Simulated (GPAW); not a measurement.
## free-standing square Co monolayer, spacing 2.65 A: parallel, opposed and spinless runs

Wanted: the moments of free-standing square Co monolayer, spacing 2.65 A and the energy of each order that was tried.

Program: GPAW 26.7.0. Level of theory: LDA; plane waves with GPAW's PAW setups, scalar-relativistic. Results are calculated unless marked as measured.

Report form: the programs' logs are mostly left out.

### 1. The structure

The cell holds 1 atom: 1 Co. Cell: a = 2.650 Å, b = 2.650 Å, c = 14.000 Å, α = 90.0°, β = 90.0°, γ = 90.0°. model lattice. Vacuum lies along c.

### 2. Order 1, typed as ferro +

The parallel start comes first: it fits the smallest cell, keeps the most symmetry and shows whether parallel moments form.

Contents of order1.py:

```python
import json
import numpy as np
from ase import Atoms
from ase.parallel import paropen, parprint
from gpaw import GPAW

atoms = Atoms(['Co'],
    cell=[[2.65, 0.0, 0.0],
         [0.0, 2.65, 0.0],
         [0.0, 0.0, 14.0]],
    scaled_positions=[[0.0, 0.0, 0.5]],
    pbc=True,
    magmoms=[2.0])
atoms.calc = GPAW(mode={'name': 'pw', 'ecut': 550},
    xc='LDA',
    kpts={'size': (10, 10, 1), 'gamma': True},
    occupations={'name': 'fermi-dirac', 'width': 0.1},
    convergence={'density': 1e-05, 'energy': 1e-05},
    maxiter=200,
    txt='order1.txt')
e = atoms.get_potential_energy(force_consistent=True)
res = {'free_energy': e, 'energy_sigma0': atoms.get_potential_energy(), 'fermi_energy': atoms.calc.get_fermi_level()}
res['moments'] = atoms.get_magnetic_moments().tolist()
res['total'] = atoms.get_magnetic_moment()
parprint('site moments (muB):', np.round(res['moments'], 3))
parprint(f"total moment: {res['total']:.3f} muB")
parprint(f'free energy: {e:.6f} eV')
atoms.calc.write('order1.gpw')
with paropen('results.json', 'w') as f:
    json.dump(res, f)
```

Started as:

```bash
$ OMP_NUM_THREADS=1 python3 order1.py > order1.log
```

Wall time 28 s (1 MPI rank of Intel Xeon Platinum 8488C (Sapphire Rapids), shared host); peak memory 0.19 GiB.

This step gave:

| Property | Result |
| --- | --- |
| magnetization | 2.131 μB |
| final state | ferromagnetic |
| largest moment | 2.047 μB |

After 13 cycles the largest moment stands at 2.05 μB.

### 3. Start 2: antiferro q=(0,1/2,0) +-

An opposed order shows whether the pairs that it reverses prefer unlike signs.

The cell is doubled to 2 atoms to hold this order. Its mesh is chosen so that both cells sample the same points.

order2.py is the script of step 2 with these lines changed:

```diff
@@ -6,12 +6,13 @@
 
-atoms = Atoms(['Co'],
+atoms = Atoms(['Co', 'Co'],
     cell=[[2.65, 0.0, 0.0],
-         [0.0, 2.65, 0.0],
+         [0.0, 5.3, 0.0],
          [0.0, 0.0, 14.0]],
-    scaled_positions=[[0.0, 0.0, 0.5]],
+    scaled_positions=[[0.0, 0.0, 0.5],
+         [0.0, 0.5, 0.5]],
     pbc=True,
-    magmoms=[2.0])
+    magmoms=[2.0, -2.0])
 atoms.calc = GPAW(mode={'name': 'pw', 'ecut': 550},
     xc='LDA',
-    kpts={'size': (10, 10, 1), 'gamma': True},
+    kpts={'size': (10, 5, 1), 'gamma': True},
     occupations={'name': 'fermi-dirac', 'width': 0.1},
@@ -19,3 +20,3 @@
     maxiter=200,
-    txt='order1.txt')
+    txt='order2.txt')
 e = atoms.get_potential_energy(force_consistent=True)
@@ -27,3 +28,3 @@
 parprint(f'free energy: {e:.6f} eV')
-atoms.calc.write('order1.gpw')
+atoms.calc.write('order2.gpw')
 with paropen('results.json', 'w') as f:
```

Started as:

```bash
$ OMP_NUM_THREADS=1 python3 order2.py > order2.log
```

Elapsed: 92 s, on 1 MPI rank; peak memory 0.27 GiB.

This step gave:

```
magnetization  : 0 μB
final state    : antiferromagnetic
largest moment : 1.869 μB
```

It lies 198 meV a seeded atom over the first start, and its largest moment is 1.87 μB against 2.05 μB.

### 4. Run 3 (antiferro q=(1/2,1/2,0) +-)

This order needs a doubled cell of 2 atoms. Its mesh is chosen so that both cells sample the same points.

order3.py is the script of step 3 with these lines changed:

```diff
@@ -7,7 +7,7 @@
 atoms = Atoms(['Co', 'Co'],
-    cell=[[2.65, 0.0, 0.0],
-         [0.0, 5.3, 0.0],
+    cell=[[5.3, 0.0, 0.0],
+         [2.65, 2.65, 0.0],
          [0.0, 0.0, 14.0]],
     scaled_positions=[[0.0, 0.0, 0.5],
-         [0.0, 0.5, 0.5]],
+         [0.5, 0.0, 0.5]],
     pbc=True,
@@ -16,3 +16,3 @@
     xc='LDA',
-    kpts={'size': (10, 5, 1), 'gamma': True},
+    kpts={'size': (5, 10, 1), 'gamma': True},
     occupations={'name': 'fermi-dirac', 'width': 0.1},
@@ -20,3 +20,3 @@
     maxiter=200,
-    txt='order2.txt')
+    txt='order3.txt')
 e = atoms.get_potential_energy(force_consistent=True)
@@ -28,3 +28,3 @@
 parprint(f'free energy: {e:.6f} eV')
-atoms.calc.write('order2.gpw')
+atoms.calc.write('order3.gpw')
 with paropen('results.json', 'w') as f:
```

Started as:

```bash
$ OMP_NUM_THREADS=1 python3 order3.py > order3.log
```

Elapsed: 2.2 min, on 1 MPI rank; peak memory 0.34 GiB.

Spin moment in the augmentation sphere by atom:

```
atom  spin moment in the augmentation sphere (μB)
 Co1                                         1.71
 Co2                                        -1.71
```

Numbers from this step:

| Item | Value |
| --- | --- |
| magnetization | 0 μB |
| final state | antiferromagnetic |

It lies 357 meV a seeded atom over the first start, and its largest moment is 1.71 μB against 2.05 μB.

### 5. Order 4, typed as no spin polarisation

A run without seeds gives the energy of the state without moments.

Contents of nospin.py:

```python
import json
import numpy as np
from ase import Atoms
from ase.parallel import paropen, parprint
from gpaw import GPAW

atoms = Atoms(['Co'],
    cell=[[2.65, 0.0, 0.0],
         [0.0, 2.65, 0.0],
         [0.0, 0.0, 14.0]],
    scaled_positions=[[0.0, 0.0, 0.5]],
    pbc=True)
atoms.calc = GPAW(mode={'name': 'pw', 'ecut': 550},
    xc='LDA',
    kpts={'size': (10, 10, 1), 'gamma': True},
    occupations={'name': 'fermi-dirac', 'width': 0.1},
    convergence={'density': 1e-05, 'energy': 1e-05},
    maxiter=200,
    txt='nospin.txt')
e = atoms.get_potential_energy(force_consistent=True)
res = {'free_energy': e, 'energy_sigma0': atoms.get_potential_energy(), 'fermi_energy': atoms.calc.get_fermi_level()}
parprint(f'free energy: {e:.6f} eV')
atoms.calc.write('nospin.gpw')
with paropen('results.json', 'w') as f:
    json.dump(res, f)
```

Started as:

```bash
$ OMP_NUM_THREADS=1 python3 nospin.py > nospin.log
```

Run time: 9.7 s. Hardware: 1 MPI rank; peak memory 0.16 GiB.

This step gave:

| Quantity | Value |
| --- | --- |
| final state | non-magnetic (no spin polarisation) |

It lies 571 meV a seeded atom over the first start.

### 6. A faulty input

A slip in the input shows what the program catches and what it lets pass.

Contents of run.py:

```python
import json
import numpy as np
from ase import Atoms
from ase.parallel import paropen, parprint
from gpaw import GPAW

atoms = Atoms(['Co'],
    cell=[[2.65, 0.0, 0.0],
         [0.0, 2.65, 0.0],
         [0.0, 0.0, 14.0]],
    scaled_positions=[[0.0, 0.0, 0.5]],
    pbc=True,
    magmoms=[2.0])
atoms.set_cell(atoms.cell * 0.75, scale_atoms=True)
atoms.calc = GPAW(mode={'name': 'pw', 'ecut': 550},
    xc='LDA',
    kpts={'size': (10, 10, 1), 'gamma': True},
    occupations={'name': 'fermi-dirac', 'width': 0.1},
    convergence={'density': 1e-05, 'energy': 1e-05},
    maxiter=50,
    txt='run.txt')
e = atoms.get_potential_energy(force_consistent=True)
res = {'free_energy': e, 'energy_sigma0': atoms.get_potential_energy(), 'fermi_energy': atoms.calc.get_fermi_level()}
res['moments'] = atoms.get_magnetic_moments().tolist()
res['total'] = atoms.get_magnetic_moment()
parprint('site moments (muB):', np.round(res['moments'], 3))
parprint(f"total moment: {res['total']:.3f} muB")
parprint(f'free energy: {e:.6f} eV')
atoms.calc.write('run.gpw')
with paropen('results.json', 'w') as f:
    json.dump(res, f)
```

Started as:

```bash
$ OMP_NUM_THREADS=1 python3 run.py > run.log
```

Elapsed: 15 s, on 1 MPI rank; peak memory 0.15 GiB.

The run converged, but its input is faulty, so its numbers are not to be trusted.

The fault in the input: a cell far too small.

The largest moment is 1.20 μB against 2.05 μB in the first run, and the free energy lies -0.592 eV from it.

The atoms are pressed together until their spheres overlap.

### 7. Ranking

These are free energies at a smearing of 0.1 eV, so its entropy term is in the differences. They are divided by the number of seeded atoms, so that cells of unlike size compare. Wavevectors q in the names are fractions of the reciprocal vectors of the first run's cell.

Orders:

```
                     start        final state  typed order kept  energy over the lowest (meV a seeded atom)  largest site moment (μB)  net moment (μB a primitive cell)  mesh matched  CPU time (s)
                   ferro +      ferromagnetic               yes                                           0                     2.047                             2.131           yes         27.98
  antiferro q=(0,1/2,0) +-  antiferromagnetic               yes                                       198.2                     1.869                                 0           yes         91.66
antiferro q=(1/2,1/2,0) +-  antiferromagnetic               yes                                       357.5                     1.706                                 0           yes         129.3
      no spin polarisation       non-magnetic                 -                                       570.9                         0                                 0           yes          9.62
```

### 8. What came out

- lowest state found: ferromagnetic (typed ferro +)
- largest site moment: 2.05 μB
- next state: antiferromagnetic, 198 meV a seeded atom higher
- energy gained by spin polarisation: 571 meV a seeded atom

In words: The lowest state found is ferromagnetic, reached from the start ferro +, with moments up to 2.05 μB. The next state costs 198 meV a seeded atom. Only 4 starts are shown; other collinear patterns, canted and longer-period orders are not.

[Logs and program files are shortened in this print: banners, set-up blocks, solver, clock and traceback lines can be left out without a mark of their own.]

[Logs are printed without paths, hosts, clocks, repeated set-up lines and the standing remarks that a program may print on its own settings, such as how far it seeks lower states.]

[Hosts, paths, dates, database ids (printed as entryN), source tags and the programs' standing remarks are cut or masked in the printed files.]

[Where a cell is said to come from a database of computed structures, the database is the Materials Project.]
